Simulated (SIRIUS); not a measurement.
**Au under changes of volume**

One of the cells (18.571 Å³/atom); the others are scaled copies at fixed shape and fractional positions:

```
Au
1.0
    -1.66824    1.66824    1.66824
     1.66824   -1.66824    1.66824
     1.66824    1.66824   -1.66824
Au
1
Direct
  0.00000 0.00000 0.00000
```

This isn't the form of Au at room conditions, which is fcc.

- Program: SIRIUS 7.10.0
- Functional: PBEsol
- Potentials or basis: PseudoDojo 0.4.1 PBEsol standard (scalar relativistic)
- Cutoff: 1054 eV
- Density cutoff: 4214 eV
- k mesh: 11 × 11 × 11
- Occupations: fermi-dirac, width 0.05 eV
- Spin: no spin polarisation

```tsv
volume (Å³/atom)	energy over the lowest point (meV/atom)	pressure (GPa)
17.115	0.00	-0.7
17.479	5.49	-3.9
17.843	17.82	-6.8
18.571	59.33	-11.3
18.935	?	?
19.299	118.62	-14.7
```

Problem. What does the run at 18.935 Å³/atom give?

Solution. Energy over the lowest point 87.05 meV/atom; pressure -13.1 GPa.

Worked out: A Birch-Murnaghan fit of order 3 (a polynomial in V^(-2/3)) to the other rows has its minimum at 17.03 Å³/atom, just outside them, with B0 = V·E''(V) = 166 GPa and B' = 5.6. It gives 87.07 meV/atom at 18.935 Å³/atom, against the run's 87.05, and -dE/dV = -13.1 GPa, against -13.1.

Energies are extrapolated to zero smearing.
